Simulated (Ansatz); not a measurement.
## LiF: vibrational free energy, entropy and heat capacity

The calculation used DFT PBE, scalar-relativistic, plane waves, PAW in Ansatz. Settings: 420 eV plane-wave cutoff, Γ-centred 12×12×12 mesh, fixed occupations. No spin polarisation. Phonons by linear response, acoustic sum rule imposed.

Relaxed structure:
```xyz
2
Lattice="0.0000 2.0341 2.0341 2.0341 0.0000 2.0341 2.0341 2.0341 0.0000" Properties=species:S:1:pos:R:3 pbc="T T T"
Li    2.0341    2.0341    2.0341
F     0.0000    0.0000    0.0000
```

The cell has the rock salt type, in a space group that the Crystallography Open Database lists for this formula; it was reached from a generator's guess.

Force constants from linear response on a 4×4×4 q mesh, interpolated to a fine mesh.

Phonon density of states, in bins of 10 cm⁻¹:
```
bin centre (cm⁻¹)  share of modes (%)
                5                 0.0
               15                 0.0
               25                 0.0
               35                 0.0
               45                 0.1
               55                 0.1
               65                 0.1
               75                 0.2
               85                 0.2
               95                 0.3
              105                 0.4
              115                 0.4
              125                 0.6
              135                 0.7
              145                 0.8
              155                 1.0
              165                 1.2
              175                 1.5
              185                 2.0
              195                 2.8
              205                 3.1
              215                 3.3
              225                 3.4
              235                 3.6
              245                 2.7
              255                 2.8
              265                 7.2
              275                 7.2
              285                 7.3
              295                 6.1
              305                 5.8
              315                 7.5
              325                 2.3
              335                 1.7
              345                 1.9
              355                 2.6
              365                 1.5
              375                 0.6
              385                 0.2
              395                 0.1
              405                 0.3
              415                 0.5
              425                 0.7
              435                 0.9
              445                 0.9
              455                 0.8
              465                 0.8
              475                 0.8
              485                 0.8
              495                 0.8
              505                 0.8
              515                 0.9
              525                 0.9
              535                 0.9
              545                 0.9
              555                 0.9
              565                 1.0
              575                 1.0
              585                 0.8
              595                 0.6
              605                 0.5
              615                 0.2
```

Task: What is the zero-point energy per atom?

Result: 56.7 meV.

Task: How large are the vibrational entropy and heat capacity at 300 K?

Result: S = 2.32 k_B and C_V = 2.49 k_B per atom, 83 % of the Dulong–Petit value.

Task: Tabulate them against temperature.

Result:
| T (K) | F_vib (meV/atom) | S (k_B/atom) | C_V (k_B/atom) |
| --- | --- | --- | --- |
| 100 | 55.9 | 0.36 | 0.91 |
| 200 | 48.3 | 1.40 | 2.04 |
| 300 | 32.2 | 2.32 | 2.49 |
| 400 | 8.8 | 3.07 | 2.69 |
| 500 | -20.4 | 3.69 | 2.80 |
| 600 | -54.5 | 4.20 | 2.86 |
| 700 | -92.6 | 4.64 | 2.89 |
| 800 | -134.3 | 5.03 | 2.92 |
| 900 | -179.2 | 5.38 | 2.93 |
| 1000 | -226.9 | 5.69 | 2.95 |
